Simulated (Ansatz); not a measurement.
**InSe: how the settings move a single-point run**

Question: which choices in the input matter for InSe?

Method: reference: DFT, LDA, PAW with Ansatz's default frozen-core files, scalar-relativistic, in Ansatz 0.2.0.

**1. Starting point**

Symmetry: C2/m, No. 12, monoclinic system. The conventional cell has a = 11.653 Å, b = 4.109 Å, c = 5.073 Å, α = 90.00°, β = 109.86°, γ = 90.00°. In (site symmetry m) has 3 Se at 2.68 to 2.69 Å and 1 In at 2.80 Å as nearest neighbours. Se (site symmetry m) is surrounded by 3 In at 2.68 to 2.69 Å.

Coordinates:

```
In Se
1.0
     5.82639   -2.05465    0.00000
     5.82639    2.05465    0.00000
    -1.72323    0.00000    4.77135
In Se
2 2
Cartesian
  -0.3398 0.0000 4.5479
  10.2693 0.0000 0.2235
  3.3807 0.0000 1.5795
  6.5489 0.0000 3.1918
```

**2. The reference run**

The input, input.yaml:

```yaml
crystal:
  lattice:
    - [5.8263928781, -2.054648955, 0.0]
    - [5.8263928781, 2.054648955, 0.0]
    - [-1.723233014, 0.0, 4.7713478577]
  atoms:
    - { symbol: In, position: [0.11179675, 0.11179675, 0.95315864] }
    - { symbol: In, position: [0.88820325, 0.88820325, 0.04684136] }
    - { symbol: Se, position: [0.33907241, 0.33907241, 0.33104438] }
    - { symbol: Se, position: [0.66092759, 0.66092759, 0.66895562] }
kpoints:
  mp_grid: { grid: [7, 7, 6] }
  band_path:
    path:
      - [0.0, 0.0, 0.0]
      - [-0.2851449303, 0.2851449303, 0.0]
      - [-0.7148550697, -0.2851449303, 0.0]
      - [-0.5, -0.5, 0.0]
      - [0.0, 0.0, 0.0]
      - [-0.5, -0.5, 0.5]
      - [-0.7422775888, -0.2577224112, 0.5]
      - [-0.2577224112, 0.2577224112, 0.5]
      - [0.0, 0.0, 0.5]
    npoints: 14
scf:
  occupations: { method: fermi_dirac, width: 0.03 }
hamiltonian:
  xc: lda
  pseudopotentials: { kind: paw }
output:
  forces: true
  stress: true
  eigenvalues: true
  efg: { contact_densities: true }
  populations: true
  bader: true
  dos: { projected: true, de: 0.2, e_range: [-14, 8] }
  write_density: true
  write_potential: true
  elf: true
  volumetric_format: npy
```

Started as:

```sh
ansatz run input.yaml --threads 1 --pin off --max-ram 4096MiB --backend cpu --events-out ev --progress --plain --runs-dir out
```

**3. Changed: mixing.algorithm msr1, mixing.beta 0.05, mixing.ndim 2**

Edit input.yaml of step 2 so:

```diff
@@ -26,2 +26,3 @@
   occupations: { method: fermi_dirac, width: 0.03 }
+  mixing: { algorithm: msr1, beta: 0.05, ndim: 2 }
 hamiltonian:
@@ -35,7 +36 @@
   populations: true
-  bader: true
-  dos: { projected: true, de: 0.2, e_range: [-14, 8] }
-  write_density: true
-  write_potential: true
-  elf: true
-  volumetric_format: npy
```

**4. Changed: symmetry.detect false, eigensolver.kind davidson, accuracy low**

Edit input.yaml of step 2 so:

```diff
@@ -10,2 +10,3 @@
     - { symbol: Se, position: [0.66092759, 0.66092759, 0.66895562] }
+  symmetry: { detect: false }
 kpoints:
@@ -26,2 +27,3 @@
   occupations: { method: fermi_dirac, width: 0.03 }
+  eigensolver: { kind: davidson }
 hamiltonian:
@@ -35,7 +37,2 @@
   populations: true
-  bader: true
-  dos: { projected: true, de: 0.2, e_range: [-14, 8] }
-  write_density: true
-  write_potential: true
-  elf: true
-  volumetric_format: npy
+accuracy: low
```

Before running it: what results should come out? Wanted: for each run, ending; energy change; pressure; gap; force.

The runs gave:

| run | ending | energy change | pressure (GPa) | gap (eV) | force (eV/Å) | cycles | time |
| --- | --- | --- | --- | --- | --- | --- | --- |
| reference | converged | 0 | -2.8 | 1.00 | 0.09 | 7 | 56 s |
| 1: mixing.algorithm msr1, mixing.beta 0.05, mixing.ndim 2 | converged | 0.0 meV/atom | -2.8 | 1.00 | 0.09 | 11 | 31 s |
| 2: symmetry.detect false, eigensolver.kind davidson, accuracy low | converged | 0.0 meV/atom | -2.8 | 1.00 | 0.09 | 7 | 81 s |

Times don't compare one to one where runs were asked for different outputs or read a saved state (see the inputs); cycles may leave out searches for a lower state.

Residual by cycle in the longest SCF loop of each run; runs are numbered as in the table. The quantity is the density residual dr2, in eV.

| cycle | reference | run 1 | run 2 |
| --- | --- | --- | --- |
| 1 | 0.0314 | 0.0314 | 0.0315 |
| 2 | 0.00537 | 0.0278 | 0.00535 |
| 3 | 3.2e-4 | 0.00243 | 3.8e-4 |
| 4 | 1.5e-5 | 0.00131 | 2.7e-5 |
| 5 | 2.2e-6 | 4.2e-4 | 2.3e-6 |
| 6 | 1.9e-7 | 8.9e-5 | 1.8e-7 |
| 7 | 9.1e-9 | 2.5e-5 | 7.5e-9 |
| 8 | - | 5.4e-6 | - |
| 9 | - | 1.8e-6 | - |
| 10 | - | 3.7e-7 | - |
| 11 | - | 8.9e-8 | - |

Of the converged runs whose energies compare with the reference's, none moves it noticeably. Of the variants the dearest is «symmetry.detect false, eigensolver.kind davidson, accuracy low» (81 s), the cheapest «mixing.algorithm msr1, mixing.beta 0.05, mixing.ndim 2» (31 s), on a shared host.
